## How does the gap of CdTe respond to stretching, and why?

**Question**

I am trying to understand what happens to the gap of zinc-blende CdTe when the crystal is squeezed or stretched equally in all directions. These are PBE results. The volume is per atom, and the shortest distance is the Cd–Te bond length.

Zinc-blende CdTe in Ansatz 0.2.0: PBE, PAW, plane waves to 420 eV, 6×6×6 k mesh, Fermi–Dirac smearing of 0.02 eV, no spin polarisation or spin–orbit coupling. The cells come from r2SCAN relaxation, most of them then strained equally in all directions. Each gap is the smallest found over the mesh, the named k points and any path between them.

| volume (Å³/atom) | shortest distance (Å) | band gap (eV) | least direct gap (eV) |
| --- | --- | --- | --- |
| 34.770 | 2.827 | 0.706 | 0.706 |
| 35.284 | 2.840 | 0.662 | 0.662 |
| 35.286 | 2.841 | 0.662 | 0.662 |
| 36.388 | 2.870 | 0.571 | 0.571 |
| 37.446 | 2.897 | 0.488 | 0.488 |
| 37.501 | 2.899 | 0.484 | 0.484 |
| 40.848 | 2.983 | 0.248 | 0.248 |
| 41.789 | 3.005 | 0.188 | 0.188 |

I had learned that bands become narrower as atoms move apart, so I thought that the gap would open. Here it shrinks. One colleague blames weaker electrostatic forces between the ions, another speaks of bonding and antibonding orbitals. Can the numbers tell who is right?

**Answer**

They rule out the opening you expected, but they cannot fully decide between your colleagues. The bond lengthens by about 6 % over the series, and the gap falls from 0.706 to 0.188 eV without rising at any step. Band narrowing therefore does not control this gap. Both of your colleagues' explanations give the right direction and a reasonable size, and the orbital one has the stronger case.

Your premise is sound, since bands do become narrower when atoms separate. The mistake lies in the picture of the two edges. It imagines a filled Te p level and an empty Cd s level, each spread into a band, with the top of one reaching towards the bottom of the other. What matters instead is whether the interaction between neighbours has pushed each edge state up or down.

In all these cells both edges lie at the centre of the Brillouin zone. There the tetrahedral symmetry lets Cd s mix with Te s, and Cd p with Te p, but keeps s and p apart. Each pair forms a bonding and an antibonding level. In zinc-blende semiconductors with a direct gap at the zone centre, such as this one, the valence top is the bonding p level, mostly on the anion, and the conduction edge is the antibonding s level. This assignment is established chemistry, which the gaps alone do not reveal. The occupations in the raw output agree with it: in the cell of 40.848 Å³/atom, three equally filled levels form the valence top at the zone centre, and a single level forms the conduction edge.

Stretching the bonds weakens both interactions. The antibonding s level is pushed up less, so it sinks. The bonding p level loses some of its stabilisation, which lets it rise. The filled Cd d levels below it complicate this: they also mix with Te p and push the valence top up, and that push weakens on stretching too. The sinking of the conduction edge is therefore the safer part of the argument, and the net direction of the valence top is less certain. The raw band edges in the output cannot decide it. Both fall, by 2.279 and 2.797 eV, but their zero of energy shifts with the volume, so only the difference between them has a meaning here.

The same rule serves for a related crystal: find out which edge is bonding and which is antibonding, then ask what a weaker overlap does to each.

A two-level model gives the size. Two levels whose energies differ by 2A, coupled by V, end up at their mean energy plus or minus √(A² + V²). I take rough atomic levels of −7.7 eV (Cd s), −3.4 eV (Cd p), −17 eV (Te s) and −8.6 eV (Te p). The couplings are standard tight-binding ones that scale as ħ²/(m d²), where d is the bond length, m the electron mass and ħ²/m = 7.62 eV Å². From the shortest to the longest bond, 2.827 to 3.005 Å, this gives:

- s pair: A = (17 − 7.7)/2 = 4.65 eV. V = 4 × 1.3 × 7.62/d² drops from 4.96 to 4.39 eV. The root drops from 6.80 to 6.39 eV, so the conduction edge sinks by 0.41 eV.
- p pair: A = (8.6 − 3.4)/2 = 2.6 eV. V = (4 × 2.2 − 8 × 0.63)/3 × 7.62/d² drops from 1.20 to 1.06 eV. The root drops from 2.86 to 2.81 eV, so the valence top rises by 0.05 eV.

Together the gap should fall by 0.46 eV, which is 11 % less than the computed 0.518 eV. None of the eight gaps enters this estimate. It leaves out the Cd d levels, whose weakening push on the valence top would make the fall somewhat smaller. Another common set of couplings gives 0.59 eV, so the model is good for the rough size of the effect and for the statement that the s pair dominates, but not for finer detail.

The same model fails badly for the gap itself. At the smallest volume it gives 3.3 eV, where PBE has 0.706 eV. A likely reason is that it combines free-atom levels with nearest neighbours only. Such simplifications can spoil the position of the edges much more than their response to a small change in bond length.

The electrostatic explanation deserves a fair hearing. Positive Cd neighbours lower the energy of an electron on Te, and negative Te neighbours raise it on Cd. This separation of the levels is proportional to charge/d, so it too shrinks on stretching. For ions of charge ±1 e, with the valence top wholly on Te and the conduction edge wholly on Cd, the gap would fall by 0.97 eV, and roughly half that charge would account for the whole effect. That is a believable charge for such a polar bond, so size alone does not dismiss the idea.

The shape of the curve offers a further, weaker test. The gap falls a little less steeply in the larger cells. A pure charge/d law bends too little and the orbital model bends too much. With a constant and a scale factor fitted to all eight rows, the typical error is about 2 meV for the electrostatic form and 1 meV for the orbital form, as the output below shows. This favours the orbitals slightly, but a mixture would also suit the data, provided that at least one effect is weaker than estimated above. Even with only half a unit of charge on the ions, the two together would give almost twice the computed fall, and with a full unit nearly three times.

The stronger argument comes from other parts of the band structure. An electrostatic shift should move all Cd-like conduction levels in much the same way. In many tetrahedral semiconductors, however, the conduction valleys at the zone boundary point X are known to respond to pressure in the opposite sense to the level at the zone centre. Such a difference points to the particular orbital overlap in each state. Following the X levels through these same cells would be the direct test for CdTe.

For practical work the slope is the useful result. Near the small-volume end the PBE gap changes by about −3.0 eV per unit of ln(volume). If all lengths grow by 0.1 %, ln(volume) grows by 0.003, and the gap falls by 3.0 × 0.003 eV, or about 9 meV. This holds for equal strain in all directions; a film strained only in its plane also has its valence top split.

The gaps themselves need more caution than the slope. Spin–orbit coupling, left out here, would raise the valence top by roughly 0.3 eV. That exceeds the gaps of 0.248 and 0.188 eV in the two largest cells, which would then probably have no normal gap left at this level of theory. The slope should suffer much less, because the spin–orbit splitting comes mainly from the Te atom and changes little with bond length. PBE also places the gap of CdTe far below the measured one, roughly 1.5 eV, so the near-closure is no forecast for a real stretched crystal. How far PBE is off in the slope cannot be judged from this table.

The analysis program printed:

```
Fall of the gap from smallest to largest volume, eV: 0.518
Fall of the gap, percent of its first value: 73.37
Lengthening of the bond over the series, percent: 6.321
Gap slope per unit of ln(volume), 34.770 to 36.388, eV: -2.968
Gap slope per unit of ln(volume), 37.501 to 41.789, eV: -2.734
Fall of the gap in the orbital model, first couplings, eV: 0.4602
Fall of the gap in the orbital model, second couplings, eV: 0.5887
Gap of the orbital model at the smallest volume, first couplings, eV: 3.31
Gap of the orbital model at the smallest volume, second couplings, eV: 4.017
Fall of the gap in the ionic model for a charge of 1 e, eV: 0.9692
Fall of the raw valence top from first to last row, eV: 2.279
Fall of the raw conduction edge from first to last row, eV: 2.797
fit of band_gap on 8 rows: constant -8.01 +/- 0.038, coefficient of madel 0.5345 +/- 0.0024; rms 0.00199, worst 37.446 0.00285, leave-one-out rms 0.00281
fit of band_gap on 8 rows: constant -3.02 +/- 0.0084, coefficient of orbone 1.126 +/- 0.0027; rms 0.00105, worst 34.77 0.00151, leave-one-out rms 0.00147
Misses of the two fits and a rough spin-orbit correction:
     row  ionic miss meV  orbital miss meV  gap less 0.3 eV
   34.77          -2.432             1.515            0.406
  35.284         -0.9511            0.4847            0.362
  35.286          -1.115             0.312            0.362
  36.388           1.454           -0.9088            0.271
  37.446            2.85            -1.299            0.188
  37.501           2.692            -1.504            0.184
  40.848        -0.02096            0.1986           -0.052
  41.789          -2.477             1.202           -0.112
```
